**Q:** I sorted these gaps by how well they agree with experiment. PbSe comes first, so I was going to tell our process group that PBE can be trusted for the lead compounds. The next lead compound then has a computed gap five times the measured one.

Band gaps of crystals computed with exciting sodium, using PBE and a scalar-relativistic treatment (IORA) of the valence electrons, without spin polarisation or spin-orbit coupling. Each computed gap is the distance between the highest filled and the lowest empty Kohn-Sham level found on the k-mesh, for the cell as given, without relaxation.

```csv
formula,space group,volume of the given cell (Å³/atom),potentials or basis,k-mesh,computed band gap (eV),measured band gap (eV),range of the values found (eV),"what was measured, and how",source,computed less measured (eV)
TePb,Fm-3m,33.73,"all electron LAPW+lo, shipped species files",7x7x7,1.007,0.19,0.19 to 0.32,electronic band gap at 4 K; not stated; bulk crystal,arXiv:0808.3152 (2008),0.82
PbSe,Fm-3m,28.67,"all electron LAPW+lo, shipped species files",8x8x8,0.288,0.2,one value,"band gap at X-bar of the surface zone (bulk L point) from ARPES, between quantized subbands; ARPES; film",arXiv:1712.07894 (2017),0.09
P,Cmce,20.46,"all electron LAPW+lo, shipped species files",8x8x6,0.099,0.3,0.28 to 0.33,optical gap from infrared absorption edge; polarization-resolved infrared absorption; bulk crystal,arXiv:1505.07061 (2015),-0.20
InAs,F-43m,27.49,"all electron LAPW+lo, shipped species files",8x8x8,0,0.414,0.414 to 0.42,direct gap from band-to-band PL peak; photoluminescence; film,pmc:6881312 (2019),-0.41
MoS2,P6_3/mmc,17.86,"all electron LAPW+lo, shipped species files",10x10x3,0.931,1.32,1.3 to 1.87,optical gap from UV-Vis absorption; UV-Vis absorption; powder,pmc:10305116 (2023),-0.39
GaAs,F-43m,22.59,"all electron LAPW+lo, shipped species files",8x8x8,0.511,1.42,1.412 to 1.52,band-edge photoluminescence emission energy of the GaAs substrate; time-integrated photoluminescence; bulk crystal,arXiv:1409.8467 (2014),-0.91
CdSe,F-43m,28.94,"all electron LAPW+lo, shipped species files",8x8x8,0.551,1.69,one value,direct gap from (alpha E)^2 extrapolation; spectroscopic ellipsometry; film,arXiv:1007.2297 (2010),-1.14
GaP,F-43m,20.24,"all electron LAPW+lo, shipped species files",8x8x8,1.646,2.25,2.24 to 2.34,"optical gap from Tauc plot (fundamental, indirect); spectroscopic ellipsometry; film",arXiv:2002.02774 (2020),-0.60
CdS,P6_3mc,25.12,"all electron LAPW+lo, shipped species files",7x7x4,1.193,2.44,2.4 to 2.5963,direct optical gap from Tauc plot of (alpha h nu)^2; UV-Vis diffuse reflectance; powder,pmc:10275871 (2023),-1.25
ZnSe,F-43m,22.76,"all electron LAPW+lo, shipped species files",8x8x8,1.288,2.6,2.59 to 2.695,direct optical gap at Gamma from Tauc plot of absorption; optical absorption spectroscopy; film,pmc:8624428 (2021),-1.31
ZnS,F-43m,19.73,"all electron LAPW+lo, shipped species files",6x6x6,2.1,3.54,3.54 to 3.85,direct optical gap from Tauc plot; UV-vis absorption; film,pmc:9697895 (2022),-1.44
C,Fd-3m,5.67,"all electron LAPW+lo, shipped species files",13x13x13,4.152,5.5,5.47 to 5.5,absorption edge assigned to the band gap (approximate value); optical absorption spectroscopy; bulk crystal,arXiv:2306.06972 (2023),-1.35
SrO,Fm-3m,16.90,"all electron LAPW+lo, shipped species files",9x9x9,3.378,6.1,one value,fundamental gap from O K-edge XES/XAS second-derivative maxima; O K-edge XES and XAS; powder,arXiv:0908.1581 (2009),-2.72
```

**A:** Look at the sign before the size. PBE is known to give gaps that are too small, and eleven of the thirteen crystals agree with that. TePb and PbSe lie above experiment, so something other than the functional is probably pushing their gaps up.

**Q:** What could push TePb up to 1.01 eV, when the measured gap is 0.19 eV?

**A:** Two things, and both are in the set-up. The gap of TePb lies at the point L on the zone boundary, halfway along a reciprocal lattice vector. A 7×7×7 mesh that starts from the zone centre moves in sevenths, and no number of sevenths makes a half. The run therefore never sees the true band edges, and its gap is only an upper bound. Spin-orbit coupling is also left out. In lead it splits the 6p states that form the conduction band and pulls the lower part down, which would narrow the gap. The table can't tell how much each contributes; a run on an even mesh, then one with spin-orbit coupling, would.

**Q:** PbSe has an even mesh.

**A:** So L is included, and the first fault is gone. The second remains: the missing spin-orbit coupling raises the gap while PBE lowers it. The error of 0.09 eV is most likely what is left when two larger errors oppose each other. It is no evidence that PBE describes lead compounds well.

**Q:** Then InAs may be misleading too. It misses by 0.41 eV and GaAs by 0.91 eV, which makes InAs look like the better case.

**A:** Its computed gap is zero, so its error can't exceed the measured gap. Suppose PBE fell short in InAs by as much as in GaAs: 0.414 − 0.909 gives about −0.5 eV. The two band edges would then change order and leave bands that touch. The run did come out metallic, and its density of states at the Fermi level matches three bands that meet at the zone centre and are two-thirds filled there. Spin-orbit coupling, left out here too, is expected to split this meeting point but leave its upper part half filled, so it would not open the gap. The small error is a ceiling, and the failure is one of kind. A transistor model with an InAs channel built on these bands would have no gap with which to switch the current off.

**Q:** Why does PBE fall short at all?

**A:** The true gap is the cost of taking an electron out of one part of the crystal and adding it to another, far away. PBE gives instead the distance between the highest filled and the lowest empty level of the undisturbed crystal. In the exact theory the potential jumps by a constant when an electron is added, and that jump belongs to the gap. The PBE potential depends smoothly on the density and has no such jump.

A second picture starts from the exchange between electrons. It lowers a filled state more than an empty one, because it works through the overlap with the filled states, and these overlap most with one another. PBE applies one and the same local potential to both, so this extra separation is missing.

**Q:** That would give a shortfall everywhere, but why is it larger in ZnSe than in GaAs?

**A:** The missing exchange acts inside a medium. The other electrons shift and weaken it, roughly by the optical dielectric constant ε, which measures how easily the electron cloud polarises. If the exchange that is missing before this weakening is about the same in every crystal, the shortfall should be about A/ε, with A a constant energy.

GaAs and ZnSe make a good pair, since their volumes per atom differ by less than one per cent and their meshes are the same. In ZnSe the electrons are held more tightly on the anion and polarise less: ε is roughly 5.9, against 11 in GaAs. The shortfall is 0.4 eV larger, which is the expected direction.

**Q:** Zinc also has shallow d electrons. Couldn't they be the cause?

**A:** They probably add to it. PBE places them too high, and they push up the top of the valence band. But diamond has no d electrons and still falls short by 1.35 eV, close to the 1.31 eV of ZnSe. Its ε, about 5.7, is close as well, although its measured gap is twice as large. So the error is not a fixed percentage of the gap. Don't read much into how closely the two shortfalls agree, though: zero-point motion lowers the measured gap of diamond by some tenths of an eV, and the computed one lacks it.

**Q:** Let me try a guess. Sulfur holds its electrons more tightly than selenium, so replacing Se by S should increase the shortfall.

**A:** In the table it does, from 1.31 to 1.44 eV in the zinc compounds and from 1.14 to 1.25 eV in the cadmium ones, where the crystal structure changes as well. But these runs lack spin-orbit coupling too. It would lower the computed gap by a little over a tenth of an eV in the selenides and hardly at all in the sulfides. That would raise the shortfall of the selenides by about as much as the whole difference, so the table doesn't settle your guess.

**Q:** Can I put a number on it?

**A:** I fitted A to seven crystals: GaAs, CdSe, GaP, CdS, ZnSe, ZnS and diamond. Besides the lead compounds, InAs and SrO, I left out P, whose cell is stretched, and MoS₂, whose measured values probably mix different absorption edges. With rough recalled values of ε, A comes out at 7.3 eV.

For ZnSe, 7.3/5.9 is about 1.2 eV. Taken from the measured 2.6 eV, that leaves an expected PBE gap of 1.4 eV, and the table has 1.29 eV. ZnSe was part of the fit, so this shows how the rule works and does not test it.

**Q:** How good is it over the seven?

**A:** The typical miss is 0.14 eV, half that of a constant shift. If only the five direct-gap crystals are kept, the rule's advantage shrinks to 0.13 against 0.18 eV, a difference smaller than what the missing spin-orbit coupling could change. The seven together favour screening without proving it, and much of their weight rests on GaP, which has the smallest shortfall; the output below gives the details.

**Q:** Where does the rule break down?

**A:** GaP shows what it lacks. Its smallest gap is indirect and falls short by 0.6 eV. Its direct gap is computed as 1.82 eV, while the measured one is roughly 2.8 eV, a recalled value, so there the shortfall is about 1 eV. Both gaps belong to one crystal with one ε. The error must also depend on which states form the band edge, and A/ε knows only the crystal. So the small shortfall with which GaP supported the rule owes something to its indirect gap and can't all be credited to screening.

**Q:** And SrO, which you left out?

**A:** The rule gives a shortfall of 2.1 eV and the table 2.7 eV. The mesh can't explain the difference. With nine divisions it misses the zone-boundary point X, where the conduction minimum is expected, so a better mesh could only lower the computed gap and widen the disagreement. The reference is a single value from X-ray spectra and may be high, or the rule may fail in so ionic a crystal. A second measured value would be the first thing to look for.

Numerical output:

```
fit of under on 7 rows (ok): coefficient of inv 7.277 +/- 0.34; rms 0.135, worst GaAs -0.247, leave-one-out rms 0.148
  rows outside the fit (model, value, miss): TePb 0.2205, -0.817, 1.04; PbSe 0.3164, -0.088, 0.404; P 0.6064, 0.201, 0.405; InAs 0.6064, 0.414, 0.192; MoS2 0.6064, 0.389, 0.217; SrO 2.14, 2.722, -0.582
Shortfall of the computed gap and the screening rule:
   row  recalled eps  shortfall eV  computed in % of measured  rule A/eps eV  measured less rule eV
  TePb            33        -0.817                        530         0.2205               -0.03052
  PbSe            23        -0.088                        144         0.3164                -0.1164
     P            12         0.201                         33         0.6064                -0.3064
  InAs            12         0.414                          0         0.6064                -0.1924
  MoS2            12         0.389                      70.53         0.6064                 0.7136
  GaAs            11         0.909                      35.99         0.6616                 0.7584
  CdSe           6.2         1.139                       32.6          1.174                 0.5163
   GaP           9.1         0.604                      73.16         0.7997                   1.45
   CdS           5.3         1.247                      48.89          1.373                  1.067
  ZnSe           5.9         1.312                      49.54          1.233                  1.367
   ZnS           5.1          1.44                      59.32          1.427                  2.113
     C           5.7         1.348                      75.49          1.277                  4.223
   SrO           3.4         2.722                      55.38           2.14                   3.96
rms miss of a constant shift, seven rows, eV: 0.2712
rms miss of a fixed fraction of the measured gap, seven rows, eV: 0.4117
rms miss of a constant shift, five direct-gap rows, eV: 0.1791
rms miss of A/eps refitted, five direct-gap rows, eV: 0.1297
TePb computed gap over measured gap, ratio: 5.3
InAs measured gap less the GaAs shortfall, eV: -0.495
ZnSe shortfall less GaAs shortfall, eV: 0.403
ZnSe volume above GaAs volume, %: 0.7525
diamond measured gap over ZnSe measured gap, ratio: 2.115
diamond shortfall less ZnSe shortfall, eV: 0.036
GaP shortfall of the direct gap against a recalled 2.8 eV, eV: 0.981
P cell volume above a recalled 19 A^3 per atom, %: 7.684
```
